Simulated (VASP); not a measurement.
# GaAs (F-43m) in VASP: further runs

One crystal, GaAs, is run at these levels: PBE; tasks: single point, relaxation of cell and atoms.

All numbers are computed with VASP 6.6.1; they aren't measurements. Logs are shortened: lines on timing, memory, paths and dates and some standing lists are left out, and cuts for length are marked.

**Measured values to compare with.**

“Evidence of valence band perturbations in GaAsN/GaAs(001): A combined variable-angle spectroscopic ellipsometry and modulated photoreflectance investigation”, 2008, arxiv:0805.2212 reports, for a bulk crystal of GaAs at 300 K: band gap 1.412 ± 0.01 eV (direct).

The results are compared with them further down.

**1. The structure**

Symmetry: F-43m, No. 216, cubic system. The conventional cell has a = 5.746 Å, b = 5.746 Å, c = 5.746 Å, α = 90.00°, β = 90.00°, γ = 90.00°. Ga (site symmetry -43m) has 4 As at 2.49 Å as nearest neighbours. As (site symmetry -43m) is surrounded by 4 Ga at 2.49 Å.

The cell is a database's computed one.

**2. Single point, PBE**

INCAR reads:

```
ALGO     = Normal         # electronic algorithm
EDIFF    = 1E-6           # SCF threshold, eV
ENCUT    = 520            # plane-wave cutoff, eV
GGA      = PE             # functional
ISIF     = 2              # what is computed and relaxed
ISMEAR   = 0              # smearing method
LASPH    = True           # aspherical terms in the spheres
LCHARG   = False          # write CHGCAR
LREAL    = False          # projectors in reciprocal space
LWAVE    = False          # write WAVECAR
NBANDS   = 16             # bands
NELM     = 100            # most SCF steps
PREC     = Accurate       # precision mode
SIGMA    = 0.01           # smearing width, eV
```

KPOINTS reads:

```
k-points
0
Gamma
  10 10 10
```

POSCAR reads:

```
GaAs
1.0
    0.0000000000      2.8729623500      2.8729623500
    2.8729623500      0.0000000000      2.8729623500
    2.8729623500      2.8729623500      0.0000000000
Ga As
1 1
Direct
    0.0000000000      0.0000000000      0.0000000000
    0.2500000000      0.2500000000      0.2500000000
```

Potentials or basis: VASP PAW PBE potentials, release 64 (Ga_d, As).

The run is started by

```
$ cat potpaw_PBE.64/Ga_d/POTCAR potpaw_PBE.64/As/POTCAR > POTCAR
$ mpirun -np 1 vasp_std > vasp.out
```

OUTCAR:

```text
EDIFF = 1E-6
   ENCUT = 520
   GGA = PE
   ISIF = 2
   ISMEAR = 0
   LASPH = True
   LREAL = False
   NELM = 100
   PREC = Accurate

 ion  position               nearest neighbor table
   1  0.000  0.000  0.000-   2 2.49   2 2.49   2 2.49   2 2.49
   2  0.250  0.250  0.250-   1 2.49   1 2.49   1 2.49   1 2.49

  LATTYP: Found a face centered cubic cell.
 ALAT       =     5.7459247000

  Lattice vectors:

 A1 = (   0.0000000000,   2.8729623500,   2.8729623500)
 A2 = (   2.8729623500,   0.0000000000,   2.8729623500)
 A3 = (   2.8729623500,   2.8729623500,   0.0000000000)

Analysis of symmetry for initial positions (statically):
=====================================================================
 Subroutine PRICEL returns:
 Original cell was already a primitive cell.

 Routine SETGRP: Setting up the symmetry group for a
 face centered cubic supercell.

 Subroutine GETGRP returns: Found 24 space group operations
 (whereof 24 operations were pure point group operations)
 out of a pool of 48 trial point group operations.

The static configuration has the point symmetry T_d .

Analysis of symmetry for dynamics (positions and initial velocities):
=====================================================================
 Subroutine PRICEL returns:
 Original cell was already a primitive cell.

 Routine SETGRP: Setting up the symmetry group for a
 face centered cubic supercell.

 Subroutine GETGRP returns: Found 24 space group operations
 (whereof 24 operations were pure point group operations)
 out of a pool of 48 trial point group operations.

The dynamic configuration has the point symmetry T_d .

 Subroutine INISYM returns: Found 24 space group operations
 (whereof 24 operations are pure point group operations),
 and found     1 'primitive' translations

----------------------------------------------------------------------------------------

                                     Primitive cell

  volume of cell :      47.4264

  direct lattice vectors                    reciprocal lattice vectors
     0.000000000  2.872962350  2.872962350    -0.174036391  0.174036391  0.174036391
     2.872962350  0.000000000  2.872962350     0.174036391 -0.174036391  0.174036391
     2.872962350  2.872962350  0.000000000     0.174036391  0.174036391 -0.174036391

  length of vectors
     4.062982320  4.062982320  4.062982320     0.301439872  0.301439872  0.301439872

  position of ions in fractional coordinates (direct lattice)
     0.000000000  0.000000000  0.000000000
     0.250000000  0.250000000  0.250000000

  ion indices of the primitive-cell ions
   primitive index   ion index
                 1           1
                 2           2

----------------------------------------------------------------------------------------

 KPOINTS: k-points

Automatic generation of k-mesh.
 Grid dimensions read from file:
 generate k-points for:   10   10   10

 Generating k-lattice:

  Cartesian coordinates                     Fractional coordinates (reciprocal lattice)
    -0.017403639  0.017403639  0.017403639     0.100000000  0.000000000  0.000000000
     0.017403639 -0.017403639  0.017403639     0.000000000  0.100000000  0.000000000
     0.017403639  0.017403639 -0.017403639     0.000000000  0.000000000  0.100000000

  Length of vectors
     0.030143987  0.030143987  0.030143987

  Shift w.r.t. Gamma in fractional coordinates (k-lattice)
     0.000000000  0.000000000  0.000000000

 Subroutine IBZKPT returns following result:
 ===========================================

 Found     47 irreducible k-points:

 Following reciprocal coordinates:
            Coordinates               Weight
  0.000000  0.000000  0.000000      1.000000
  0.100000  0.000000  0.000000      8.000000
  0.200000  0.000000  0.000000      8.000000
  0.300000  0.000000  0.000000      8.000000
  0.400000  0.000000  0.000000      8.000000
  0.500000  0.000000  0.000000      4.000000
[... 16 lines left out ...]
  0.300000  0.300000  0.000000      6.000000
  0.400000  0.300000  0.000000     24.000000
 [... further k-points ...]
   k-points           NKPTS =     47   k-points in BZ     NKDIM =     47   number of bands    NBANDS=     16
   number of dos      NEDOS =    301   number of ions     NIONS =      2
   total plane-waves  NPLWV =  27000
   dimension x,y,z NGX =    30 NGY =   30 NGZ =   30
   dimension x,y,z NGXF=    60 NGYF=   60 NGZF=   60
   ions per type =               1   1
   NGX,Y,Z   is equivalent  to a cutoff of  12.28, 12.28, 12.28 a.u.
   NGXF,Y,Z  is equivalent  to a cutoff of  24.55, 24.55, 24.55 a.u.
 SYSTEM =  unknown system
   PREC   = accura    normal or accurate (medium, high low for compatibility)
   ISTART =      0    job   : 0-new  1-cont  2-samecut
   ICHARG =      2    charge: 1-file 2-atom 10-const
   ISPIN  =      1    spin polarized calculation?
   LNONCOLLINEAR =      F non collinear calculations
   LSORBIT =      F    spin-orbit coupling
   LASPH  =      T    aspherical Exc in radial PAW
   ENCUT  =  520.0 eV  38.22 Ry    6.18 a.u.   7.55  7.55  7.55*2*pi/ulx,y,z
   NELM   =    100;   NELMIN=  2; NELMDL= -5     # of ELM steps
   EDIFF  = 0.1E-05   stopping-criterion for ELM
   LREAL  =      F    real-space projection
   EDIFFG = 0.1E-04   stopping-criterion for IOM
   NSW    =      0    number of steps for IOM
   IBRION =     -1    ionic relax: 0-MD 1-quasi-New 2-CG
   NFREE  =      0    steps in history (QN), initial steepest desc. (CG)
   ISIF   =      2    stress and relaxation
   ISYM   =      2    0-nonsym 1-usesym 2-fastsym
   POTIM  = 0.5000    time-step for ionic-motion
   TEBEG  =    0.0;   TEEND  =   0.0 temperature during run
   PSTRESS=    0.0 pullay stress
   NELECT =      18.0000    total number of electrons
   NUPDOWN=      -1.0000    fix difference up-down
   EMIN   =  10.00;   EMAX   =-10.00  energy-range for DOS
   EFERMI =   0.00;   METHOD = LEGACY
   ISMEAR =     0;   SIGMA  =   0.01  broadening in eV -4-tet -1-fermi 0-gaus
   EFERMI_NEDOS =   21; number of points for ismear=-14 and -15
   IALGO  =     38    algorithm
   IMIX   =      4    mixing-type and parameters
     AMIX     =   0.40;   BMIX     =  1.00
     AMIX_MAG =   1.60;   BMIX_MAG =  1.00
  volume/ion in A,a.u.               =      23.71       160.02
  Fermi-wavevector in a.u.,A,eV,Ry     =   1.185293  2.239879 19.115091  1.404920
  Thomas-Fermi vector in A             =   2.321490
   LORBIT       =      0    0 simple, 1 ext, 2 COOP (PROOUT), +10 PAW based schemes
   GGA     = PE    functional components
   LHFCALC =     F    Hartree Fock is set to
   AEXX    =    0.0000 exact exchange contribution
   IVDW    =     0    specifies the selected vdW correction
   LEPSILON=     F    determine dielectric tensor
   LRPA    =     F    only Hartree local field effects (RPA)
 non-spin polarized calculation
 Gauss-broadening in eV      SIGMA  =   0.01
  energy-cutoff  :      520.00
  volume of cell :       47.43
 maximum number of plane-waves:      1298
   NGX = 15   NGY = 15   NGZ = 15

 number of electron      17.9999987 magnetization

 Free energy of the ion-electron system (eV)
  ---------------------------------------------------
  ext. energy  EPLUGINS =         0.00000000
  ---------------------------------------------------
  free energy    TOTEN  =        -8.27525415 eV

  energy without entropy =       -8.27525415  energy(sigma->0) =       -8.27525415

 E-fermi :   3.5568     XC(G=0):  -9.3716

 val. band max:        3.4870276378   @ k =   0.0000   0.0000   0.0000
 cond. band min:       3.6480729949   @ k =   0.0000   0.0000   0.0000
 fundamental gap:      0.1610453570
 Fermi energy:         3.5567615035

 k-point     1 :       0.0000    0.0000    0.0000
  band No.  band energies     occupation
      1     -11.2392      2.00000
      2     -11.2392      2.00000
      3     -11.2392      2.00000
      4     -11.1712      2.00000
      5     -11.1712      2.00000
      6      -8.9007      2.00000
[... 8 lines left out ...]
     15      13.4899      0.00000
     16      13.4899      0.00000

 k-point     2 :       0.1000    0.0000    0.0000
  band No.  band energies     occupation
      1     -11.2461      2.00000
      2     -11.2372      2.00000
      3     -11.2372      2.00000
      4     -11.1713      2.00000
      5     -11.1713      2.00000
      6      -8.7915      2.00000
[... 8 lines left out ...]
     15      12.8590      0.00000
     16      12.8590      0.00000

 k-point     3 :       0.2000    0.0000    0.0000
  band No.  band energies     occupation
      1     -11.2634      2.00000
      2     -11.2324      2.00000
      3     -11.2324      2.00000
      4     -11.1712      2.00000
      5     -11.1712      2.00000
      6      -8.4778      2.00000
[... 8 lines left out ...]
     15      12.3847      0.00000
     16      12.4185      0.00000

 k-point     4 :       0.3000    0.0000    0.0000
  band No.  band energies     occupation
      1     -11.2833      2.00000
      2     -11.2272      2.00000
      3     -11.2272      2.00000
      4     -11.1703      2.00000
      5     -11.1703      2.00000
      6      -8.0105      2.00000
[... 8 lines left out ...]
     15      12.7277      0.00000
     16      12.7277      0.00000
[... 324 lines left out ...]
 k-point    22 :      -0.2000    0.2000    0.0000
  band No.  band energies     occupation
      1     -11.2893      2.00000
      2     -11.2244      2.00000
      3     -11.2227      2.00000
      4     -11.1736      2.00000
      5     -11.1694      2.00000
      6      -7.8486      2.00000
[... 8 lines left out ...]
     15      13.8696      0.00000
     16      14.5436      0.00000

 k-point    23 :       0.3000    0.3000    0.0000
  band No.  band energies     occupation
      1     -11.3049      2.00000
      2     -11.2125      2.00000
      3     -11.2125      2.00000
      4     -11.1839      2.00000
      5     -11.1641      2.00000
      6      -7.6966      2.00000
[... 8 lines left out ...]
     15      14.8896      0.00000
     16      15.6236      0.00000

 k-point    24 :       0.4000    0.3000    0.0000
  band No.  band energies     occupation
      1     -11.3154      2.00000
      2     -11.2087      2.00000
      3     -11.2075      2.00000
      4     -11.1856      2.00000
      5     -11.1630      2.00000
      6      -7.2941      2.00000
[... 8 lines left out ...]
     15      15.5510      0.00000
     16      15.9804      0.00000

 [... further k-points ...]
[... 5 lines left out ...]
  --------------------------------------------------------------------------------------
  -------------------------------------------------------------------------------------
  Total        0.0378610      0.0378610      0.0378610      0.0000000      0.0000000      0.0000000
  in kB        1.2790354      1.2790354      1.2790354      0.0000000      0.0000000      0.0000000
  external PRESSURE =       1.2790354 kB  Pullay stress =       0.0000000 kB

 VOLUME and BASIS-vectors are now :
 -----------------------------------------------------------------------------
  energy-cutoff  :      520.00
  volume of cell :       47.43
      direct lattice vectors                 reciprocal lattice vectors
     0.000000000  2.872962350  2.872962350    -0.174036391  0.174036391  0.174036391
     2.872962350  0.000000000  2.872962350     0.174036391 -0.174036391  0.174036391
     2.872962350  2.872962350  0.000000000     0.174036391  0.174036391 -0.174036391

 POSITION                                       TOTAL-FORCE (eV/Angst)
 -----------------------------------------------------------------------------------
      0.00000      0.00000      0.00000        -0.000000      0.000000      0.000000
      1.43648      1.43648      1.43648         0.000000     -0.000000     -0.000000
 -----------------------------------------------------------------------------------
    total drift:                                0.000002      0.000002      0.000002

  FREE ENERGIE OF THE ION-ELECTRON SYSTEM (eV)
  ---------------------------------------------------
  free  energy   TOTEN  =        -8.2752541480 eV

  energy  without entropy=       -8.2752541480  energy(sigma->0) =       -8.27525415
```

It took 16 s on 1 thread of Intel Xeon 6975P-C (Granite Rapids), shared host; peak memory 0.18 GiB.

Results:

* Free energy: -8.2753 eV
* Pressure: 0.1 GPa
* Band gap on the k mesh: 0.16 eV, direct

**3. Relaxation of cell and atoms, PBE**

This run uses another cell than the first one, of 23.77 Å³/atom, 1.002 times its volume.

INCAR reads:

```
PREC     = Accurate       # precision mode
ENCUT    = 600            # plane-wave cutoff, eV
EDIFF    = 1E-6           # SCF threshold, eV
ISMEAR   = 0              # smearing method
SIGMA    = 0.01           # smearing width, eV
LREAL    = F              # projectors in reciprocal space
LASPH    = T              # aspherical terms in the spheres
NELM     = 100            # most SCF steps
ALGO     = Fast           # electronic algorithm
ISIF     = 3              # what is computed and relaxed
LWAVE    = F              # write WAVECAR
LCHARG   = F              # write CHGCAR
GGA      = PE             # functional
IBRION   = 2              # ionic algorithm
NSW      = 100            # ionic steps
EDIFFG   = -0.01          # ionic threshold
```

KPOINTS reads:

```
Automatic mesh
0
Gamma
  10 10 10
```

POSCAR reads:

```
GaAs
1.0
    0.0000000000      2.8750910496      2.8750910496
    2.8750910496      0.0000000000      2.8750910496
    2.8750910496      2.8750910496      0.0000000000
Ga As
1 1
Direct
    0.0000000000      0.0000000000      0.0000000000
    0.2500000000      0.2500000000      0.2500000000
```

Potentials or basis: VASP PAW PBE potentials, release 64 (Ga_d, As).

The run is started by

```
$ cat potpaw_PBE.64/Ga_d/POTCAR potpaw_PBE.64/As/POTCAR > POTCAR
$ mpirun -np 1 vasp_std > vasp.out
```

It took 13 s on 1 thread of Intel Xeon 6975P-C (Granite Rapids), shared host; peak memory 0.19 GiB.

Results (log left out):

```yaml
Free_energy: -8.2751 eV
Pressure_after_relaxing: 0.0 GPa
Band_gap_on_the_k_mesh: 0.15 eV, direct
```

Final structure:
```cif
data_structure
_symmetry_space_group_name_H-M 'P 1'
_symmetry_Int_Tables_number 1
_cell_length_a 4.0660
_cell_length_b 4.0660
_cell_length_c 4.0660
_cell_angle_alpha 60.000
_cell_angle_beta 60.000
_cell_angle_gamma 60.000
_cell_volume 47.53
loop_
_atom_site_label
_atom_site_type_symbol
_atom_site_fract_x
_atom_site_fract_y
_atom_site_fract_z
_atom_site_occupancy
Ga1 Ga 0.00000 0.00000 0.00000 1
As1 As 0.25000 0.25000 0.25000 1
```

Levels at points of the mesh, in eV from the valence-band top:
```
           k point  band 6  band 7  band 8  band 9  band 10  band 11  band 12  band 13
(0.00, 0.00, 0.00)  -12.37    0.00    0.00    0.00     0.15     3.71     3.71     3.71
(0.50, 0.00, 0.00)  -10.76   -6.37   -1.07   -1.07     0.86     4.62     4.62     7.70
(0.50, 0.50, 0.00)  -10.09   -6.59   -2.50   -2.50     1.56     1.68     9.77    10.22
```

Caveat: the relaxation stopped at its first step, so nothing moved.

**4. Single point, PBE**

This run uses another cell than the first one, of 23.77 Å³/atom, 1.002 times its volume.

INCAR reads:

```
SYSTEM = GaAs
PREC = Accurate
ENCUT = 520
EDIFF = 1E-6
ISMEAR = 0
SIGMA = 0.1
LREAL = .False.
LASPH = .True.
NELM = 100
ALGO = Fast
ISIF = 2
LWAVE = .False.
LCHARG = .True.
GGA = PE
LELF = .True.
LVHAR = .True.
NBANDS = 16
```

KPOINTS reads:

```
regular mesh
0
Gamma
  6 6 6
  0 0 0
```

POSCAR is that of step 3.

The run is started by

```
$ cat potpaw_PBE.64/Ga_d/POTCAR potpaw_PBE.64/As/POTCAR > POTCAR
$ mpirun -np 1 vasp_std > vasp.out
```

Run time: 8.6 s. Hardware: 1 thread of Intel Xeon 6975P-C (Granite Rapids), shared host; peak memory 0.16 GiB.

It converged, with:

```yaml
Free_energy: -8.2511 eV
Pressure: 0.1 GPa
Band_gap_on_the_k_mesh: 0.14 eV, direct
```

Levels at points of the mesh, in eV from the valence-band top:
```
           k point  band 6  band 7  band 8  band 9  band 10  band 11  band 12  band 13
(0.00, 0.00, 0.00)  -12.37    0.00    0.00    0.00     0.14     3.71     3.71     3.71
(0.50, 0.00, 0.00)  -10.76   -6.38   -1.07   -1.07     0.86     4.61     4.61     7.69
(0.50, 0.50, 0.00)  -10.08   -6.59   -2.51   -2.51     1.55     1.67     9.76     9.76
```

**5. The runs side by side**

```tsv
task	cell	k mesh	cutoff (eV)	smearing	gap on the mesh (eV)	pressure (GPa)
single point	F-43m, 23.71 Å³/atom	10 × 10 × 10	520	gaussian 0.01 eV	0.16	0.1
relaxation of cell and atoms	relaxed	10 × 10 × 10	600	gaussian 0.01 eV	0.15	0.0
single point	F-43m, 23.77 Å³/atom	6 × 6 × 6	520	gaussian 0.1 eV	0.14	0.1
```

Alike in all rows: level PBE; potentials or basis VASP PAW PBE potentials, release 64 (Ga_d, As); no spin polarisation.

Caveats: the relaxation stopped at its first step, so nothing moved (some runs).

Total energies depend on the potentials used, so only differences within one code and one set of settings carry meaning.

**6. Against experiment**

Step 2. Against the measured gap of GaAs, 1.412 eV (direct; 300 K; “Evidence of valence band perturbations in GaAsN/GaAs(001): A combined variable-angle spectroscopic ellipsometry and modulated photoreflectance investigation”, 2008, arxiv:0805.2212), the calculated 0.16 eV is off by -1.25 eV. So large a miss can be the level of theory's own, or it may mean another phase, state or a wrong row. 3 values of this kind are on record (1.412 to 1.51 eV); this one was drawn at random among those near their median, those with a stated uncertainty first. Spin-orbit coupling on As, Ga is left out. The value is that of PBE, without temperature or zero-point motion. Semilocal functionals fall short of measured gaps as a rule. The cell is a database's relaxed one, not the measured one, which moves gaps too.

Step 4. Against the measured gap of GaAs, 1.412 eV (direct; 300 K; “Evidence of valence band perturbations in GaAsN/GaAs(001): A combined variable-angle spectroscopic ellipsometry and modulated photoreflectance investigation”, 2008, arxiv:0805.2212), the calculated 0.14 eV is off by -1.27 eV. So large a miss can be the level of theory's own, or it may mean another phase, state or a wrong row. 3 values of this kind are on record (1.412 to 1.51 eV); this one was drawn at random among those near their median, those with a stated uncertainty first. Spin-orbit coupling on As, Ga is left out. The value is that of PBE, without temperature or zero-point motion. Semilocal functionals fall short of measured gaps as a rule. The cell is a database's relaxed one, not the measured one, which moves gaps too.
